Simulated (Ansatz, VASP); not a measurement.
# Si (Si(110)): VASP beside Ansatz, part 2 of 2

Aim: how closely do two programs agree when they are given the same cell, functional and k mesh?

VASP 6.6.1 and Ansatz 0.2.0.

So far: Starting point; VASP: band structure, PBE.

### Step 3. Ansatz: band structure, PBE

Level of this step: Ansatz beside VASP: Kohn-Sham DFT, plane waves, PBE (Ansatz).

Ansatz runs on its default PAW (the set named soft_2) files.

The same cell, functional, mesh and smearing now go to Ansatz, which takes its cutoff from its data sets.

input.yaml reads:

```yaml
crystal:
  lattice:
    - [3.7509384257, 0.0, 0.0]
    - [0.0, 5.3046279932, 0.0]
    - [0.0, 0.0, 31.7396612348]
  atoms:
    - { symbol: Si, position: [0.75, 0.3754106607, 0.7476814097] }
    - { symbol: Si, position: [0.25, 0.6245893393, 0.7476814097] }
    - { symbol: Si, position: [0.25, 0.8687546678, 0.6865208831] }
    - { symbol: Si, position: [0.75, 0.1312453322, 0.6865208831] }
    - { symbol: Si, position: [0.75, 0.3704626541, 0.6238688483] }
    - { symbol: Si, position: [0.25, 0.6295373459, 0.6238688483] }
    - { symbol: Si, position: [0.25, 0.8708939527, 0.5619077806] }
    - { symbol: Si, position: [0.75, 0.1291060473, 0.5619077806] }
    - { symbol: Si, position: [0.75, 0.3714493045, 0.5] }
    - { symbol: Si, position: [0.25, 0.6285506955, 0.5] }
    - { symbol: Si, position: [0.25, 0.8708939527, 0.4380922194] }
    - { symbol: Si, position: [0.75, 0.1291060473, 0.4380922194] }
    - { symbol: Si, position: [0.75, 0.3704626541, 0.3761311517] }
    - { symbol: Si, position: [0.25, 0.6295373459, 0.3761311517] }
    - { symbol: Si, position: [0.25, 0.8687546678, 0.3134791169] }
    - { symbol: Si, position: [0.75, 0.1312453322, 0.3134791169] }
    - { symbol: Si, position: [0.75, 0.3754106607, 0.2523185903] }
    - { symbol: Si, position: [0.25, 0.6245893393, 0.2523185903] }
hamiltonian:
  xc: pbe
  pseudopotentials: { kind: paw }
kpoints:
  mp_grid: { grid: [6, 5, 1] }
  band_path:
    path:
      - [0.0, 0.0, 0.0]
      - [0.07692, 0.0, 0.0]
      - [0.15385, 0.0, 0.0]
      - [0.26923, 0.0, 0.0]
      - [0.34615, 0.0, 0.0]
      - [0.42308, 0.0, 0.0]
      - [0.5, 0.0, 0.0]
      - [0.5, 0.07692, 0.0]
      - [0.5, 0.19231, 0.0]
      - [0.5, 0.26923, 0.0]
      - [0.5, 0.34615, 0.0]
      - [0.5, 0.46154, 0.0]
      - [0.5, 0.5, 0.0]
      - [0.42308, 0.5, 0.0]
      - [0.30769, 0.5, 0.0]
      - [0.23077, 0.5, 0.0]
      - [0.11538, 0.5, 0.0]
      - [0.03846, 0.5, 0.0]
      - [0.0, 0.5, 0.0]
      - [0.0, 0.38462, 0.0]
      - [0.0, 0.30769, 0.0]
      - [0.0, 0.23077, 0.0]
      - [0.0, 0.11538, 0.0]
      - [0.0, 0.03846, 0.0]
      - [0.03846, 0.03846, 0.0]
      - [0.11538, 0.11538, 0.0]
      - [0.19231, 0.19231, 0.0]
      - [0.30769, 0.30769, 0.0]
      - [0.38462, 0.38462, 0.0]
      - [0.5, 0.5, 0.0]
    npoints: 1
scf:
  occupations: { method: gaussian, width: 0.03 }
  n_extra_bands: 15
efield:
  axis: 3
  dipole_correction: true
  ramp_width: 0.04
output:
  forces: true
  eigenvalues: true
```

Launch:

```bash
$ ansatz run input.yaml --threads 8 --pin off --max-ram 18432MiB --backend cpu --events-out ev --progress --plain --runs-dir out
```

Numbers of over 12 decimals in the logs are rounded to 6 here.

What it wrote:

```text
scf.n_extra_bands = 15 over 36 filled bands (N_el = 72.0): the run solves 51 bands
Engine: ansatz 0.2.0, aarch64-unknown-linux-gnu
Pseudopotentials: kind: paw
Pseudopotential: Si, paw, valence charge 4, recommended cutoff 420 eV (normal), Si.paw.azcp
Functional definition: PBE
  parameter kappa = 0.804
  parameter beta = 0.066725
  exchange = pbe_x(kappa = kappa, mu = beta*pi^2/3)
  correlation = pbe_c(beta = beta)
Crystal: 18 atoms, lattice volume = 631.535 Å³
Basis set: ecut = 420 eV, 12347 PW (Γ), exchange–correlation on 54×72×432 points (8 copies of the dense FFT grid, shifted against one another)
Bands: 51, of which v1, the nominal top of the filled ones, is band 36 counted from 1 (35 counted from 0)
Symmetry: 4 space group operations
k-points: 12 of 30
Non-local potential: Si, projectors of the file, l = 0: 2, l = 1: 2, l = 2: 2
PAW form: soft (Blöchl's): semilocal exchange-correlation on the pseudo side does not see the compensation charge
PAW one-centre angular grid: Si, 110 points (default); XC on 64 Gauss nodes
Initial density: superposition of atomic densities (neutral atoms: chi_scale 0, normalization atom), corrected by the library's trained network
Initial wavefunctions: pseudopotential atomic-orbital guess
Functional: x = pbe(κ = 0.804, μ = 0.219515), c = pbe(β = 0.066725)
SCF iter   1: F=—  HF=-11439.472566 eV  |F-HF|=—  |Δ(HF+E_count)|=         —  Δρ=2.46e-3  dr2=5.50e-1  ethr=1.77e-3  p=0.000 e·Å  D=4.68e-14 V/Å  ΔV_dip=-0.00 eV  dr2_dipole=9.75e-7  V_vac-E_F(+/−)=4.94/4.94 eV  ⟨swp⟩=9.4  Hψ=3756  notcnv=0  defer=28
efield: sawtooth ramp at fractional position 0.9800 (placed from the atoms, in the widest stretch of the axis that holds none; the zero of the levels goes with the place), width 0.0400; the density the first Hamiltonian is built on has a dipole p = 0.000 e·Å; the dipole correction subtracts the counter field D = 4.68e-14 V/Å, which shifts the + side's vacuum level by -0.00 eV against the − side's; the planar-averaged density in the ramp window peaks in size at 1.9e-6 e/Å³
preconditioner: auto → LDOS  [metal: Δε(μ)=0.007 eV  Ē_g=7.343 eV  σ=0.030 eV  W_gap=0.13  n_scr=66 (ndim 8)  ℏωp=12.5 eV  f_vac=0.378  D(μ)=22.23/eV (n_scr^D=186)  β→1.0]
SCF iter   2: F=—  HF=-11439.459306 eV  |F-HF|=—  |Δ(HF+E_count)|=   1.33e-2  Δρ=1.35e-3  dr2=1.93e-1  ethr=7.63e-4  p=0.000 e·Å  D=6.79e-7 V/Å  ΔV_dip=-0.00 eV  dr2_dipole=3.11e-7  V_vac-E_F(+/−)=4.97/4.97 eV  ⟨swp⟩=1.1  Hψ=709  notcnv=0  defer=60
SCF iter   3: F=—  HF=-11439.454146 eV  |F-HF|=—  |Δ(HF+E_count)|=   5.16e-3  Δρ=1.18e-3  dr2=1.09e-1  ethr=2.68e-4  p=0.000 e·Å  D=7.49e-7 V/Å  ΔV_dip=-0.00 eV  dr2_dipole=4.82e-9  V_vac-E_F(+/−)=4.98/4.98 eV  ⟨swp⟩=1.7  Hψ=529  notcnv=0  defer=96
SCF iter   4: F=—  HF=-11439.447515 eV  |F-HF|=—  |Δ(HF+E_count)|=   6.63e-3  Δρ=4.00e-4  dr2=1.54e-2  ethr=1.51e-4  p=0.000 e·Å  D=7.25e-7 V/Å  ΔV_dip=-0.00 eV  dr2_dipole=4.93e-9  V_vac-E_F(+/−)=4.98/4.98 eV  ⟨swp⟩=1.2  Hψ=511  notcnv=0  defer=103
SCF iter   5: F=—  HF=-11439.447322 eV  |F-HF|=—  |Δ(HF+E_count)|=   1.93e-4  Δρ=2.16e-4  dr2=2.28e-3  ethr=2.14e-5  p=0.000 e·Å  D=1.17e-7 V/Å  ΔV_dip=-0.00 eV  dr2_dipole=2.46e-9  V_vac-E_F(+/−)=4.97/4.97 eV  ⟨swp⟩=1.8  Hψ=551  notcnv=0  defer=104
SCF iter   6: F=—  HF=-11439.447309 eV  |F-HF|=—  |Δ(HF+E_count)|=   1.35e-5  Δρ=1.41e-4  dr2=8.23e-4  ethr=3.17e-6  p=0.000 e·Å  D=1.03e-7 V/Å  ΔV_dip=-0.00 eV  dr2_dipole=1.44e-9  V_vac-E_F(+/−)=4.96/4.96 eV  ⟨swp⟩=2.4  Hψ=774  notcnv=0  defer=104
SCF iter   7: F=—  HF=-11439.447262 eV  |F-HF|=—  |Δ(HF+E_count)|=   4.67e-5  Δρ=8.67e-5  dr2=2.70e-4  ethr=1.14e-6  p=0.000 e·Å  D=1.38e-7 V/Å  ΔV_dip=-0.00 eV  dr2_dipole=2.94e-10  V_vac-E_F(+/−)=4.96/4.96 eV  ⟨swp⟩=2.5  Hψ=746  notcnv=0  defer=104
SCF iter   8: F=—  HF=-11439.447244 eV  |F-HF|=—  |Δ(HF+E_count)|=   1.76e-5  Δρ=4.18e-5  dr2=5.49e-5  ethr=3.76e-7  p=0.000 e·Å  D=1.13e-7 V/Å  ΔV_dip=-0.00 eV  dr2_dipole=9.14e-11  V_vac-E_F(+/−)=4.96/4.96 eV  ⟨swp⟩=2.5  Hψ=770  notcnv=0  defer=104
SCF iter   9: F=—  HF=-11439.447102 eV  |F-HF|=—  |Δ(HF+E_count)|=   1.42e-4  Δρ=1.44e-5  dr2=3.94e-6  ethr=7.62e-8  p=0.000 e·Å  D=1.63e-8 V/Å  ΔV_dip=-0.00 eV  dr2_dipole=3.53e-11  V_vac-E_F(+/−)=4.95/4.95 eV  ⟨swp⟩=2.6  Hψ=935  notcnv=0  defer=104
SCF iter  10: F=—  HF=-11439.447102 eV  |F-HF|=—  |Δ(HF+E_count)|=   2.75e-7  Δρ=3.98e-6  dr2=2.50e-7  ethr=5.48e-9  p=-0.000 e·Å  D=-1.01e-8 V/Å  ΔV_dip=0.00 eV  dr2_dipole=3.92e-12  V_vac-E_F(+/−)=4.95/4.95 eV  ⟨swp⟩=2.1  Hψ=911  notcnv=0  defer=104
SCF iter  11: F=-11439.447102 eV  HF=-11439.447102 eV  |F-HF|=9.45e-9  |Δ(HF+E_count)|=   1.78e-7  Δρ=1.74e-6  dr2=6.73e-8  ethr=1.39e-10  p=-0.000 e·Å  D=-1.98e-8 V/Å  ΔV_dip=0.00 eV  dr2_dipole=5.09e-12  V_vac-E_F(+/−)=4.95/4.95 eV  ⟨swp⟩=18.2  Hψ=4043  notcnv=0
SCF 1 converged in 11 iterations: F = -11439.447102 eV  dr2 = 6.73e-8
  greatest PAW one-centre occupation: 0.660 electrons in one spin orbital (limit 2), on the Si atom at site 0 (counted from 0), in its partial waves of l = 0
NSCF: frozen V_eff on 30 k-points
efield: sawtooth ramp at fractional position 0.9800 (kept from the solve that this one continues, or follows in the run), width 0.0400; the density the first Hamiltonian is built on has a dipole p = -0.000 e·Å; the dipole correction subtracts the counter field D = -1.98e-8 V/Å, which shifts the + side's vacuum level by +0.00 eV against the − side's; the planar-averaged density in the ramp window peaks in size at 7.6e-8 e/Å³
SCF converged after 11 iterations
Free energy (F): -11439.447102 eV
Harris-Foulkes:  -11439.447102 eV  (|F-HF|=9.45e-9)
Internal energy: -11439.437550 eV  (E = F + TS)
E sigma→0 (E₀):  -11439.442326 eV
Entropy (-TS):   -0.009552 eV (-0.531 meV/atom)
Fermi energy:    1.403665 eV
Dipole field:    D = -0.000002 V/Å  (p = -0.000006 e·Å, saw-weighted, corrected)
Work function:   Φ+ = 4.9540 eV   Φ− = 4.9539 eV
Levels:          The Fermi level and band energies are counted from a zero that moves with the ramp; work functions are not
--- Per-component energies (eV) ---
  E_band       = -256.619004
  E_kinetic    = 723.982805
  E_local      = -24886.809380  (includes V_loc(G=0)·N_el)
  E_nonlocal   = 470.591149
  E_hartree    = 12158.615899
  E_xc         = -991.065307
  E_vxc        = -837.852906  (∫ρ·V_xc dr)
  E_paw        = -9229.409383  (= ΣΔE_a)
  E_vpaw       = -43.780676  (= ΣTr[D̂ρ^β])
  E_aug_tail   = 0.000108  (compensation charges beyond the density's cutoff)
  E_efield     = 0.000000  (sawtooth field / dipole correction)
  E_vefield    = 0.000000  (∫n·V_field dr)
  E_ewald      = 10314.656558
  E_smearing   = -0.009552  (= −TS)
  E_closure    = 0.000000  (closes the sum)
  Σ components = -11439.447102   (vs F -11439.447102, Δ=0.00e0)
--- Forces (eV/Å), atoms counted from 1 ---
  atom   1  Si    -0.00000000     0.01265616     0.02421952
  atom   2  Si     0.00000000    -0.01265616     0.02421952
  atom   3  Si    -0.00000000     0.00946114     0.01413161
  atom   4  Si     0.00000000    -0.00946114     0.01413161
  atom   5  Si    -0.00000000    -0.00551049     0.02923117
  atom   6  Si     0.00000000     0.00551049     0.02923117
  atom   7  Si    -0.00000000    -0.00570435    -0.02228392
  atom   8  Si     0.00000000     0.00570435    -0.02228392
  atom   9  Si    -0.00000000    -0.01696364     0.00002062
  atom  10  Si     0.00000000     0.01696364     0.00002062
  atom  11  Si    -0.00000000    -0.00569030     0.02226575
  atom  12  Si     0.00000000     0.00569030     0.02226575
  atom  13  Si    -0.00000000    -0.00551656    -0.02923564
  atom  14  Si     0.00000000     0.00551656    -0.02923564
  atom  15  Si    -0.00000000     0.00946030    -0.01412652
  atom  16  Si     0.00000000    -0.00946030    -0.01412652
  atom  17  Si    -0.00000000     0.01265729    -0.02422098
  atom  18  Si     0.00000000    -0.01265729    -0.02422098
  max |Σ_I F_I| component: 3.22e-6 eV/Å
--- Band table (eV; the first three rows and the last of 12) ---
  k-point 0: bands = [... 32 lower, 1.3133, 1.4298, 1.5223, 1.5524, 1.9946, 2.3430, 2.3743, 2.3766, ... 11 higher]
  k-point 1: bands = [... 32 lower, 1.0375, 1.0476, 1.1563, 1.4070, 2.0854, 2.0968, 2.2870, 2.8538, ... 11 higher]
  k-point 2: bands = [... 32 lower, 0.4674, 0.4865, 1.2007, 1.2953, 1.6770, 1.7079, 2.5824, 3.2357, ... 11 higher]
  k-point 11: bands = [... 32 lower, -0.2518, -0.2518, 1.2010, 1.2010, 1.3688, 1.3688, 3.4939, 3.4939, ... 11 higher]
```

Elapsed: 25 s, on 8 threads of Arm Neoverse N1, shared host; peak memory 2 GiB.

### Step 4. Differences

Known differences besides the potentials themselves: the cutoff is 420 eV in Ansatz and 320 eV in VASP (PREC = Normal, projectors in real space); VASP leaves aspherical gradient terms in its spheres out (LASPH is not set), Ansatz keeps them. Total energies have different zeros and are not compared.

Compared:

```tsv
quantity	Ansatz	VASP	difference
work function, lower of the two faces (eV)	4.95	4.96	0.00
work function, higher of the two faces (eV)	4.95	4.96	0.00
```

At this near-relaxed geometry the largest component of a force difference is 18 meV/Å. Levels from 3 eV below to 2 eV above the Fermi level differ by 3 meV r.m.s. and 8 meV at most; each VASP level is matched to the nearest of Ansatz, which flatters the figure a little. VASP's log warns that it found no field-free region in the vacuum, so its work functions are uncertain.

### Step 5. What came out

```
r.m.s. difference of levels near the Fermi level (band structure, PBE) : 2.5 meV
r.m.s. force difference (band structure, PBE)                          : 7.2 meV/Å
```

In words: The r.m.s. force difference is 7.2 meV/Å (band structure, PBE), within the 12 meV/Å picked in this series as the mark of a large difference. How closely two codes agree says nothing of how well the functional describes the real material.

[Lines on the potential files, build, host, timing and source positions are cut from VASP's logs without a mark.]

[Logs are printed without paths, hosts, clocks, repeated set-up lines and the standing remarks that a program may print on its own settings, such as how far it seeks lower states.]

[Hosts, paths, dates, database ids (printed as entryN), source tags and the programs' standing remarks are cut or masked in the printed files.]
